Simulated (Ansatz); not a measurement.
BeSe₅ and its competing phases

Theory: DFT PBE, scalar-relativistic, plane waves, PAW in Ansatz 0.2.0. Settings: cutoff 420 eV, Γ-centred meshes spaced at most about 0.3 Å⁻¹, and about 0.25 Å⁻¹ or finer for metals (2π included), Gaussian smearing. No spin polarisation.

Energies over the elements count from the elements' standard structures at the same level, with no fitted energy shifts.

Temperature and zero-point effects are left out. The reference form of Se is held partly by dispersion forces, which this level lacks.

The competitors are the elements and 1 reference phase of this chemical system (from databases or known types: BeSe), relaxed at the same level; other known phases may be missing.

The candidate was reached from: random cell.

```
CELL_PARAMETERS angstrom
9.26365 0.00000 0.00000
-4.63183 8.02256 0.00000
0.00000 0.00000 2.67566
ATOMIC_POSITIONS crystal
Be 0.00000 0.00000 0.00000
Se 0.33333 0.66667 0.00000
Se 0.66667 0.33333 0.00000
Se 0.50000 0.00000 0.00000
Se 0.00000 0.50000 0.00000
Se 0.50000 0.50000 0.00000
```

The lowest competing mixture at this composition:

```json
{"phase": "Se", "space group": "-", "source": "element", "share of atoms": "0.6667", "ΔE_f (eV/atom)": "0.000"}
{"phase": "BeSe", "space group": "F-43m (No. 216)", "source": "COD", "share of atoms": "0.3333", "ΔE_f (eV/atom)": "-0.797"}
```

Question: What are the hull's energy here, the candidate's formation energy and its margin?

Answer: The hull lies at -0.266 eV/atom, the weighted sum of the last column. The candidate has 0.618 eV/atom, which is 0.88 eV/atom above it. The candidate matches no cell in the subsets of the Crystallography Open Database and the Materials Project at hand. The margin is far too high for a likely synthesis.
